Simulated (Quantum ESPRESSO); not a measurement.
# MgS (Niningerite) (Fm-3m) in Quantum ESPRESSO: a series of runs

The runs below take MgS (Niningerite) through phonons, with revPBE, WC, vdW-DF-cx.

All numbers are computed with Quantum ESPRESSO 7.5; they aren't measurements. Logs are shortened: lines on timing, memory, paths and dates and some standing lists are left out, and cuts for length are marked.

## 1. The structure

The structure is cubic, space group Fm-3m (No. 225). Conventional cell: a = 5.203 Å, b = 5.203 Å, c = 5.203 Å, α = 90.00°, β = 90.00°, γ = 90.00°. S (site symmetry m-3m) has 6 Mg at 2.60 Å as nearest neighbours. Mg (site symmetry m-3m) has 6 S at 2.60 Å as nearest neighbours.

## 2. Phonons, revPBE

Input file pw.in:

```
&CONTROL
  calculation = 'scf'
  prefix = 'pwscf'
  outdir = './tmp'
  pseudo_dir = './pseudo'
  tprnfor = .true.
  tstress = .true.
  disk_io = 'low'
/
&SYSTEM
  ibrav = 0
  nat = 2
  ntyp = 2
  ecutwfc = 84
  nbnd = 14
  input_dft = 'revpbe'
  occupations = 'smearing'
  smearing = 'fd'
  degauss = 0.00367493
/
&ELECTRONS
  conv_thr = 4d-10
  electron_maxstep = 120
  mixing_beta = 0.5
/
ATOMIC_SPECIES
S     32.0600 S.upf
Mg    24.3050 Mg.upf
CELL_PARAMETERS angstrom
   0.0000000000    2.6016500000    2.6016500000
   2.6016500000    0.0000000000    2.6016500000
   2.6016500000    2.6016500000    0.0000000000
ATOMIC_POSITIONS crystal
S      0.5000000000    0.5000000000    0.5000000000
Mg     0.0000000000    0.0000000000    0.0000000000
K_POINTS automatic
6 6 6 1 1 1
```

Input file relax.in:

```
&CONTROL
  calculation = 'vc-relax'
  prefix = 'pwscf'
  outdir = './tmp'
  pseudo_dir = './pseudo'
  tprnfor = .true.
  tstress = .true.
  disk_io = 'low'
  nstep = 40
  forc_conv_thr = 0.0001
  etot_conv_thr = 1d-06
/
&SYSTEM
  ibrav = 0
  nat = 2
  ntyp = 2
  ecutwfc = 84
  nbnd = 14
  input_dft = 'revpbe'
  occupations = 'smearing'
  smearing = 'fd'
  degauss = 0.00367493
/
&ELECTRONS
  conv_thr = 4d-10
  electron_maxstep = 120
  mixing_beta = 0.5
/
&IONS
  ion_dynamics = 'bfgs'
/
&CELL
  cell_dynamics = 'bfgs'
  press = 0
  press_conv_thr = 0.2
/
ATOMIC_SPECIES
S     32.0600 S.upf
Mg    24.3050 Mg.upf
CELL_PARAMETERS angstrom
   0.0000000000    2.6016500000    2.6016500000
   2.6016500000    0.0000000000    2.6016500000
   2.6016500000    2.6016500000    0.0000000000
ATOMIC_POSITIONS crystal
S      0.5000000000    0.5000000000    0.5000000000
Mg     0.0000000000    0.0000000000    0.0000000000
K_POINTS automatic
6 6 6 1 1 1
```

Input file scf2.in:

```
&CONTROL
  calculation = 'scf'
  prefix = 'pwscf'
  outdir = './tmp'
  pseudo_dir = './pseudo'
  tprnfor = .true.
  tstress = .true.
  disk_io = 'low'
/
&SYSTEM
  ibrav = 0
  nat = 2
  ntyp = 2
  ecutwfc = 84
  nbnd = 14
  input_dft = 'revpbe'
  occupations = 'fixed'
/
&ELECTRONS
  conv_thr = 1d-13
  electron_maxstep = 120
  mixing_beta = 0.5
  startingpot = 'file'
  startingwfc = 'file'
/
ATOMIC_SPECIES
S     32.0600 S.upf
Mg    24.3050 Mg.upf
CELL_PARAMETERS angstrom
   0.0000000000    2.6336786060    2.6336786060
   2.6336786060    0.0000000000    2.6336786060
   2.6336786060    2.6336786060    0.0000000000
ATOMIC_POSITIONS crystal
S      0.5000000000    0.5000000000    0.5000000000
Mg     0.0000000000    0.0000000000    0.0000000000
K_POINTS automatic
6 6 6 1 1 1
```

Input file ph.in:

```
phonons of MgS
&INPUTPH
  prefix = 'pwscf'
  outdir = './tmp'
  tr2_ph = 1d-18
  fildyn = 'dyn'
  niter_ph = 90
  alpha_mix(1) = 0.7
  epsil = .true.
/
0.0000000000 0.0000000000 0.0000000000
```

Input file dynmat.in:

```
&INPUT
  fildyn = 'dyn'
  asr = 'crystal'
  lperm = .true.
  filout = 'dynmat.disp'
  fileig = 'dynmat.eig'
/
```

Input file dynmat_lo.in:

```
&INPUT
  fildyn = 'dyn'
  asr = 'crystal'
  filout = 'dynmat_lo.disp'
  fileig = 'dynmat_lo.eig'
  q(1) = 0
  q(2) = 0
  q(3) = 1
/
```

Potentials or basis: PseudoDojo 0.4.1 SR PBE standard.

Started as:

```console
OMP_NUM_THREADS=1 mpirun -n 4 pw.x -nk 4 -in pw.in > pw.out
OMP_NUM_THREADS=1 mpirun -n 4 pw.x -nk 4 -in relax.in > relax.out
OMP_NUM_THREADS=1 mpirun -n 4 pw.x -nk 4 -in scf2.in > scf2.out
OMP_NUM_THREADS=1 mpirun -n 4 ph.x -nk 4 -in ph.in > ph.out
OMP_NUM_THREADS=1 mpirun -n 1 dynmat.x -in dynmat.in > dynmat.out
OMP_NUM_THREADS=1 mpirun -n 1 dynmat.x -in dynmat_lo.in > dynmat_lo.out
```

pw.out:

```text
This program is part of the open-source Quantum ESPRESSO suite
     for quantum simulation of materials; please cite
         "P. Giannozzi et al., J. Phys.:Condens. Matter 21 395502 (2009);
         "P. Giannozzi et al., J. Phys.:Condens. Matter 29 465901 (2017);
         "P. Giannozzi et al., J. Chem. Phys. 152 154105 (2020);
     in publications or presentations arising from this work. More details at

     IMPORTANT: XC functional enforced from input :
     Exchange-correlation= REVPBE
                           (   1   4   4   4   0   0   0)
     Any further DFT definition will be discarded
     Please, verify this is what you really want

     Message from routine setup:
     using ibrav=0 with symmetry is DISCOURAGED, use correct ibrav instead

     K-points division:     npool     =       4
     Subspace diagonalization in iterative solution of the eigenvalue problem:
     a serial algorithm will be used

     G-vector sticks info
     --------------------
     sticks:   dense  smooth     PW     G-vecs:    dense   smooth      PW
     Sum        1123    1123    337                24693    24693    4015

     Using Slab Decomposition

     bravais-lattice index     =            0
     lattice parameter (alat)  =       6.9528  a.u.
     unit-cell volume          =     237.6694 (a.u.)^3
     number of atoms/cell      =            2
     number of atomic types    =            2
     number of electrons       =        16.00
     number of Kohn-Sham states=           14
     kinetic-energy cutoff     =      84.0000  Ry
     charge density cutoff     =     336.0000  Ry
     scf convergence threshold =      4.0E-10
     mixing beta               =       0.5000
     number of iterations used =            8  plain     mixing
     Exchange-correlation= REVPBE
                           (   1   4   4   4   0   0   0)

     celldm(1)=   6.952848  celldm(2)=   0.000000  celldm(3)=   0.000000
     celldm(4)=   0.000000  celldm(5)=   0.000000  celldm(6)=   0.000000

     crystal axes: (cart. coord. in units of alat)
               a(1) = (   0.000000   0.707107   0.707107 )
               a(2) = (   0.707107   0.000000   0.707107 )
               a(3) = (   0.707107   0.707107   0.000000 )

     reciprocal axes: (cart. coord. in units 2 pi/alat)
               b(1) = ( -0.707107  0.707107  0.707107 )
               b(2) = (  0.707107 -0.707107  0.707107 )
               b(3) = (  0.707107  0.707107 -0.707107 )

     PseudoPot. # 1 for S  read from file:
     S.upf
     Pseudo is Norm-conserving + core correction, Zval =  6.0
     Generated using ONCVPSP code by D. R. Hamann
     Using radial grid of 1146 points,  6 beta functions with:
                l(1) =   0
                l(2) =   0
                l(3) =   1
                l(4) =   1
                l(5) =   2
                l(6) =   2

     PseudoPot. # 2 for Mg read from file:
     Mg.upf
     Pseudo is Norm-conserving, Zval = 10.0
     Generated using ONCVPSP code by D. R. Hamann
     Using radial grid of 1510 points,  4 beta functions with:
                l(1) =   0
                l(2) =   0
                l(3) =   1
                l(4) =   1

     atomic species   valence    mass     pseudopotential
     S                 6.00    32.06000     S ( 1.00)
     Mg               10.00    24.30500     Mg( 1.00)

     48 Sym. Ops., with inversion, found

   Cartesian axes

     site n.     atom                  positions (alat units)
         1        S      tau(   1) = (   0.7071068   0.7071068   0.7071068  )
         2        Mg     tau(   2) = (   0.0000000   0.0000000   0.0000000  )

     number of k points=    28  Fermi-Dirac smearing, width (Ry)=  0.0037
                       cart. coord. in units 2pi/alat
        k(    1) = (   0.0589256   0.0589256   0.0589256), wk =   0.0185185
        k(    2) = (   0.1767767   0.1767767  -0.0589256), wk =   0.0555556
        k(    3) = (   0.2946278   0.2946278  -0.1767767), wk =   0.0555556
        k(    4) = (  -0.2946278  -0.2946278   0.4124790), wk =   0.0555556
        k(    5) = (  -0.1767767  -0.1767767   0.2946278), wk =   0.0555556
        k(    6) = (  -0.0589256  -0.0589256   0.1767767), wk =   0.0555556
[... 20 lines left out ...]
        k(   27) = (   0.2946278   0.2946278   0.2946278), wk =   0.0185185
        k(   28) = (  -0.2946278  -0.2946278   0.8838835), wk =   0.0555556

     Dense  grid:    24693 G-vectors     FFT dimensions: (  45,  45,  45)

     Initial potential from superposition of free atoms

     starting charge      15.9992, renormalised to      16.0000
     Starting wfcs are    9 randomized atomic wfcs +    5 random wfcs

     Self-consistent Calculation

     iteration #  1     ecut=    84.00 Ry     beta= 0.50
     Davidson diagonalization with overlap
     ethr =  1.00E-02,  avg # of iterations =  7.3

     Threshold (ethr) on eigenvalues was too large:
     Diagonalizing with lowered threshold

     Davidson diagonalization with overlap
     ethr =  6.07E-04,  avg # of iterations =  1.2

     total energy              =    -141.15187419 Ry
     estimated scf accuracy    <       0.09727511 Ry

     iteration #  2     ecut=    84.00 Ry     beta= 0.50
     Davidson diagonalization with overlap
     ethr =  6.08E-04,  avg # of iterations =  2.1

     total energy              =    -141.16823360 Ry
     estimated scf accuracy    <       0.00376823 Ry

     iteration #  3     ecut=    84.00 Ry     beta= 0.50
     Davidson diagonalization with overlap
     ethr =  2.36E-05,  avg # of iterations =  4.5

     total energy              =    -141.16859286 Ry
     estimated scf accuracy    <       0.00087479 Ry

     iteration #  4     ecut=    84.00 Ry     beta= 0.50
     Davidson diagonalization with overlap
     ethr =  5.47E-06,  avg # of iterations =  2.2

     total energy              =    -141.16865565 Ry
     estimated scf accuracy    <       0.00000735 Ry

     iteration #  5     ecut=    84.00 Ry     beta= 0.50
     Davidson diagonalization with overlap
     ethr =  4.59E-08,  avg # of iterations =  2.8

     total energy              =    -141.16865934 Ry
     estimated scf accuracy    <       0.00000119 Ry

     iteration #  6     ecut=    84.00 Ry     beta= 0.50
     Davidson diagonalization with overlap
     ethr =  7.43E-09,  avg # of iterations =  2.0

     total energy              =    -141.16865972 Ry
     estimated scf accuracy    <       0.00000019 Ry

     iteration #  7     ecut=    84.00 Ry     beta= 0.50
     Davidson diagonalization with overlap
     ethr =  1.19E-09,  avg # of iterations =  2.0

     total energy              =    -141.16865976 Ry
     estimated scf accuracy    <          1.4E-09 Ry

     iteration #  8     ecut=    84.00 Ry     beta= 0.50
     Davidson diagonalization with overlap
     ethr =  8.44E-12,  avg # of iterations =  2.3

     End of self-consistent calculation

          k = 0.0589 0.0589 0.0589 (  3092 PWs)   bands (ev):

   -68.4109 -35.1956 -35.1953 -35.1953  -6.1582   5.9044   6.3736   6.3736
    10.6902  14.2250  14.5600  14.5600  16.4256  16.4256

          k = 0.1768 0.1768-0.0589 (  3076 PWs)   bands (ev):

   -68.4108 -35.1974 -35.1958 -35.1954  -5.8198   4.3589   5.8239   6.2899
    11.7873  13.8905  14.6059  14.6635  15.4941  17.1536

          k = 0.2946 0.2946-0.1768 (  3082 PWs)   bands (ev):

   -68.4106 -35.2003 -35.1963 -35.1959  -5.1834   2.4021   5.4981   5.9688
    11.5977  13.4816  13.7448  15.9138  17.6964  18.5838

          k =-0.2946-0.2946 0.4125 (  3091 PWs)   bands (ev):

   -68.4106 -35.2013 -35.1963 -35.1962  -4.9092   1.7554   5.5275   5.7464
    11.4065  13.0283  13.6562  16.8821  18.4442  20.3330

          k =-0.1768-0.1768 0.2946 (  3087 PWs)   bands (ev):

   -68.4107 -35.1994 -35.1960 -35.1959  -5.3971   2.9731   5.8028   5.8478
    11.6749  13.4906  14.3713  14.9168  17.3364  18.3330

          k =-0.0589-0.0589 0.1768 (  3078 PWs)   bands (ev):

   -68.4108 -35.1965 -35.1956 -35.1955  -5.9836   5.1003   6.1044   6.1819
    11.4767  13.6137  14.7304  15.0112  15.4486  16.8353

          k = 0.2946 0.0589 0.0589 (  3090 PWs)   bands (ev):

   -68.4107 -35.1977 -35.1961 -35.1960  -5.6614   4.1789   5.6961   5.7027
    12.0409  12.7741  14.0402  15.7300  16.3117  17.6321

          k = 0.4125 0.1768-0.0589 (  3084 PWs)   bands (ev):

   -68.4106 -35.1995 -35.1970 -35.1964  -5.1471   3.0117   4.8373   5.4535
    11.7267  12.8361  14.0833  15.8416  17.6089  20.0435

          k =-0.1768-0.4125 0.5303 (  3097 PWs)   bands (ev):

   -68.4105 -35.2006 -35.1976 -35.1966  -4.7406   2.2026   4.2956   5.2931
    11.7107  13.0117  14.8683  15.7606  18.8433  20.0658

          k =-0.0589-0.2946 0.4125 (  3086 PWs)   bands (ev):

   -68.4106 -35.1999 -35.1976 -35.1962  -4.9720   2.6536   4.3063   5.6197
    12.4324  12.9621  14.2958  15.2558  17.5528  20.7881

          k = 0.0589-0.1768 0.2946 (  3073 PWs)   bands (ev):

   -68.4107 -35.1985 -35.1964 -35.1957  -5.5206   3.5992   5.3478   5.9972
    12.2877  13.5165  13.6511  15.0338  16.2861  18.5273

          k = 0.5303 0.0589 0.0589 (  3092 PWs)   bands (ev):

   -68.4106 -35.2001 -35.1973 -35.1972  -4.8512   2.7185   4.7534   4.9797
    10.1862  11.4727  16.5871  17.4511  18.8343  19.7482

          k =-0.0589-0.5303 0.6482 (  3103 PWs)   bands (ev):

   -68.4105 -35.2003 -35.1982 -35.1974  -4.5751   2.5534   3.9782   4.6849
    10.3845  12.1870  16.2528  17.1772  19.5418  21.3051

          k = 0.0589-0.4125 0.5303 (  3098 PWs)   bands (ev):

   -68.4105 -35.1999 -35.1987 -35.1968  -4.6319   2.6484   3.4607   5.1017
    11.3327  13.8260  15.2388  15.4927  18.5873  19.4843

          k = 0.1768-0.2946 0.4125 (  3085 PWs)   bands (ev):

   -68.4106 -35.2007 -35.1968 -35.1962  -4.9410   2.1161   5.0143   5.6615
    11.9890  12.6847  14.1901  15.9880  18.4973  19.6256

          k =-0.6482 0.0589 0.0589 (  3090 PWs)   bands (ev):

   -68.4105 -35.2007 -35.1977 -35.1975  -4.5956   2.3687   4.5161   4.8142
     9.6497  11.2031  17.9019  18.1383  19.6242  20.7125

          k =-0.5303 0.1768-0.0589 (  3092 PWs)   bands (ev):

   -68.4105 -35.2001 -35.1977 -35.1970  -4.7939   2.6688   4.3471   4.9495
    10.8580  12.4136  15.1426  16.8018  18.8605  21.2255

          k =-0.4125 0.0589 0.0589 (  3094 PWs)   bands (ev):

   -68.4106 -35.1990 -35.1967 -35.1967  -5.2509   3.3501   5.1782   5.2902
    11.1567  12.0039  15.0735  16.5707  17.5664  18.6736

          k = 0.1768 0.1768 0.1768 (  3080 PWs)   bands (ev):

   -68.4108 -35.1984 -35.1956 -35.1956  -5.6687   3.6536   6.1037   6.1037
    11.4755  14.3024  14.3024  14.7969  16.7456  16.7456

          k = 0.2946 0.2946 0.0589 (  3087 PWs)   bands (ev):

   -68.4107 -35.1994 -35.1969 -35.1958  -5.2703   3.0143   4.8255   6.0183
    12.5108  13.4518  14.2334  14.4871  16.4286  20.1009

          k =-0.2946-0.2946 0.6482 (  3100 PWs)   bands (ev):

   -68.4106 -35.2000 -35.1982 -35.1964  -4.7815   2.5075   3.8007   5.5574
    11.6022  14.0080  14.7000  15.3969  18.0474  19.1922

          k =-0.1768-0.1768 0.5303 (  3097 PWs)   bands (ev):

   -68.4105 -35.2003 -35.1977 -35.1968  -4.7675   2.4276   4.2446   5.2313
    10.9519  13.2290  15.2918  15.4561  19.2089  20.8182

          k = 0.4125 0.1768 0.1768 (  3087 PWs)   bands (ev):

   -68.4106 -35.2001 -35.1966 -35.1964  -5.0672   2.5335   5.1247   5.4850
    11.6364  13.0745  14.7706  14.7963  18.4547  20.0424

          k =-0.1768-0.4125 0.7660 (  3089 PWs)   bands (ev):

   -68.4105 -35.2000 -35.1982 -35.1969  -4.7077   2.6128   3.8688   4.9618
    11.8646  13.2986  14.1954  16.0892  18.7826  20.1742

          k =-0.0589-0.2946 0.6482 (  3097 PWs)   bands (ev):

   -68.4105 -35.1997 -35.1988 -35.1974  -4.5542   2.8680   3.4798   4.4327
    11.5164  13.5831  14.6543  15.6936  19.7121  20.8820

          k =-0.7660 0.1768 0.1768 (  3098 PWs)   bands (ev):

   -68.4105 -35.2000 -35.1987 -35.1970  -4.5893   2.6552   3.4633   5.0927
    10.5169  13.1972  16.0747  16.2926  18.6758  20.0352

          k = 0.2946 0.2946 0.2946 (  3082 PWs)   bands (ev):

   -68.4106 -35.2011 -35.1960 -35.1960  -5.0446   1.9102   5.8721   5.8721
    11.1083  13.5074  13.5074  16.5987  18.3541  19.4279

          k =-0.2946-0.2946 0.8839 (  3092 PWs)   bands (ev):

   -68.4106 -35.2009 -35.1971 -35.1963  -4.8195   1.9895   4.6883   5.6284
    11.7954  12.9589  14.1368  16.4636  19.2118  19.2366

     the Fermi energy is     7.6307 ev

!    total energy              =    -141.16865976 Ry
     estimated scf accuracy    <          1.4E-10 Ry
     smearing contrib. (-TS)   =      -0.00000000 Ry
     internal energy E=F+TS    =    -141.16865976 Ry

     The total energy is F=E-TS. E is the sum of the following terms:
     one-electron contribution =     -86.47454839 Ry
     hartree contribution      =      44.48666032 Ry
     xc contribution           =     -22.46729517 Ry
     ewald contribution        =     -76.71347653 Ry

     convergence has been achieved in   8 iterations

     Forces acting on atoms (cartesian axes, Ry/au):

     atom    1 type  1   force =     0.00000000   -0.00000000   -0.00000000
     atom    2 type  2   force =    -0.00000000   -0.00000000   -0.00000000

     Total force =     0.000000     Total SCF correction =     0.000000

     Computing stress (Cartesian axis) and pressure

          total   stress  (Ry/bohr**3)                   (kbar)     P=       28.11
   0.00019110   0.00000000   0.00000000           28.11        0.00        0.00
   0.00000000   0.00019110   0.00000000            0.00       28.11        0.00
   0.00000000   0.00000000   0.00019110            0.00        0.00       28.11

=------------------------------------------------------------------------------=
   JOB DONE.
=------------------------------------------------------------------------------=
```

Run time: 3 min. Hardware: 4 MPI ranks of Arm Neoverse V1, shared host; peak memory 0.44 GiB.

What came out:

```yaml
Free_energy: -1920.7089 eV
Relaxed_volume: 18.27 Å³/atom
Relaxed_cell: a = 3.725 Å, b = 3.725 Å, c = 3.725 Å, α = 60.00°, β = 60.00°, γ = 60.00°
Space_group_after_relaxing_to_0.05_Å: Fm-3m (No. 225)
Pressure_after_relaxing: 0.0 GPa
Electronic_dielectric_tensor_diagonal: 5.33
Born_charges_mean_of_the_diagonal: S -2.36; Mg +2.36 e
Highest_phonon_frequency_at_Γ_LO-TO_splitting_left_out: 222 cm⁻¹
Static_dielectric_tensor_diagonal: 16.53
```

Step by step:
```tsv
step	energy change (eV)	largest force (eV/Å)	pressure (GPa)	volume (Å³)
1	0.0000	0.0000	2.81	35.22
2	-0.0071	0.0000	1.67	35.73
3	-0.0108	0.0000	0.49	36.29
4	-0.0112	0.0000	0.01	36.53
5	-0.0112	0.0000	0.00	36.54
```

Final structure:
```xyz
2
Lattice="0.0000 2.6337 2.6337 2.6337 0.0000 2.6337 2.6337 2.6337 0.0000" Properties=species:S:1:pos:R:3 pbc="T T T"
S     2.6337    2.6337    2.6337
Mg    0.0000    0.0000    0.0000
```

Levels at points of the mesh, in eV from the valence-band top:
```tsv
k point	band 4	band 5	band 6	band 7	band 8	band 9	band 10	band 11	band 12	band 13
(0.08, 0.08, 0.08)	-41.65	-12.34	-0.46	0.00	0.00	4.04	7.86	8.20	8.20	9.99
```

Phonon frequencies in cm⁻¹ (negative: imaginary):
```
              q point           frequencies
(0.000, 0.000, 0.000)  48 48 48 222 222 222
```

Electronic dielectric tensor:
```
5.33 0.00 0.00
0.00 5.33 0.00
0.00 0.00 5.33
```

Born effective charge tensors (e):
atom 1, S
```
-2.36  0.00  0.00
 0.00 -2.36  0.00
 0.00  0.00 -2.36
```
atom 2, Mg
```
2.36 0.00 0.00
0.00 2.36 0.00
0.00 0.00 2.36
```

Optical modes at Γ, degenerate ones joined, polar ones without the macroscopic field:
```tsv
cm⁻¹	components	symmetry	active in	IR intensity, summed ((D/Å)²/amu)
220	3	T1u	IR	27.96
```

Zone-centre frequencies without and with the macroscopic field along z (cm⁻¹):
```
                optical modes in rising order
       without                    220 220 220
with the field                    220 220 388
```

Static dielectric tensor, electrons and zone-centre modes:
```
16.53  0.00  0.00
 0.00 16.53  0.00
 0.00  0.00 16.53
```

Caveat: the potentials were made for another functional, which shifts forces and pressure; before the sum rule the acoustic modes lie tens of cm⁻¹ from zero, a sign that the density grid also shifts the optical modes.

(Continued in part 2 of 2.)
